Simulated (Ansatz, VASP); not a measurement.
# TaN in VASP and in Ansatz

File INCAR:

```
PREC = Accurate ; ENCUT = 520
EDIFF = 1E-6 ; ISMEAR = 1
SIGMA = 0.5 ; LREAL = F
LASPH = T ; NELM = 60
ALGO = Normal ; ISIF = 2
LWAVE = F ; LCHARG = T
GGA = PE ; LELF = T
LVHAR = T ; NBANDS = 24
```

The input KPOINTS:

```
Automatic mesh
0
Gamma
  15 15 8
```

Contents of POSCAR:

```
TaN
1.0
    3.0500010905      0.0000000000      0.0000000000
   -1.5250005453      2.6413784260      0.0000000000
    0.0000000000      0.0000000000      4.9400000000
Ta N
2 2
Direct
    0.3333333333      0.6666666667      0.0000000000
    0.6666666667      0.3333333333      0.5000000000
    0.3333333333      0.6666666667      0.3850000000
    0.6666666667      0.3333333333      0.8850000000
```

Input for Ansatz:

```yaml
crystal:
  lattice:
    - [3.0500010905, 0.0, 0.0]
    - [-1.5250005453, 2.641378426, 0.0]
    - [0.0, 0.0, 4.94]
  atoms:
    - { symbol: Ta, position: [0.3333333333, 0.6666666667, 0.0] }
    - { symbol: Ta, position: [0.6666666667, 0.3333333333, 0.5] }
    - { symbol: "N", position: [0.3333333333, 0.6666666667, 0.385] }
    - { symbol: "N", position: [0.6666666667, 0.3333333333, 0.885] }
basis:
  ecutwfc: 420
kpoints:
  mp_grid: { grid: [15, 15, 8] }
hamiltonian:
  xc: pbe
scf:
  occupations: { method: cold, width: 0.5 }
output:
  forces: true
  stress: true
  eigenvalues: true
```

Alike in both runs: task single point; functional PBE; k mesh 15 × 15 × 8; no spin polarisation.

|  | VASP | Ansatz |
| --- | --- | --- |
| version | VASP 6.6.1 | Ansatz 0.2.0 |
| potentials or method | VASP PAW PBE potentials, release 64 (Ta_pv, N) | scalar-relativistic, plane waves, PAW |
| plane-wave cutoff (eV) | 520 | 420 |
| occupations | methfessel-paxton of order 1, width 0.5 eV | cold, width 0.5 eV |
| valence electrons in the cell | 32 | 36 |

|  | VASP | Ansatz | Ansatz less VASP |
| --- | --- | --- | --- |
| gap on the k mesh at the Fermi level (eV) | none | none | - |
| pressure (GPa) | 140.2 | 137.0 | -3.14 |
| largest component of the traceless stress (GPa) | 17.33 | 17.28 | -0.047 |
| rms of the force components (eV/Å) | 1.385 | 1.358 | -0.0265 |

Atom by atom the forces differ by 0.026 eV/Å (rms over components). A gap of «none» marks a metal or a gap that the smearing closes. The two sets of potentials don't hold the same shells in valence.

Caveats: the cell as given lies far from equilibrium; forces of over 1 eV/Å show positions far from the minimum, so gaps and moduli don't describe the material at rest. Spin-orbit coupling is left out, which matters for the levels of Ta.
